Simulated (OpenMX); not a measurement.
**BaTiO3 in OpenMX: the effect of biaxial strain**

BaTiO3:

```
CELL_PARAMETERS angstrom
3.83981 0.00000 0.00000
0.00000 3.83981 0.00000
0.00000 0.00000 4.01800
ATOMIC_POSITIONS crystal
Ba 0.00000 0.00000 0.00000
Ti 0.50000 0.50000 0.49000
O 0.00000 0.50000 0.51700
O 0.50000 0.00000 0.51700
O 0.50000 0.50000 0.01900
```

Alike in all runs:

| Quantity | Value |
| --- | --- |
| Program | OpenMX 3.8.5 |
| Task | band structure |
| Functional | PBE |
| Potentials or basis | OpenMX 2013 PBE set, Ba10.0-s3p2d2, Ti7.0-s3p2d2, O6.0-s2p2d1, grid cutoff 400 Ry |
| k mesh | 5 × 5 × 5 |
| Occupations | fermi-dirac, width 0.05 eV |
| Spin | no spin polarisation |

Task: One run gave: gap on the mesh 1.55 eV; pressure 3.9 GPa; largest force 0.45 eV/Å. Which biaxial strain did it use?
A. -2 %
B. 2 %
C. -4 %
D. 4 %
E. 0 %

Result: E.

```csv
biaxial strain,gap on the mesh (eV),pressure (GPa),largest force (eV/Å)
-4 %,1.79,22.2,0.45
-2 %,1.67,12.0,0.42
0 %,1.55,3.9,0.45
2 %,1.44,-2.4,0.47
4 %,1.33,-7.3,0.53
```

Caveats: spin-orbit coupling is left out, which moves the levels of the heavy elements; the mesh misses the band edges, which the band path finds closer together; the basis of atomic orbitals isn't converged, which shifts pressures, moduli and gaps.
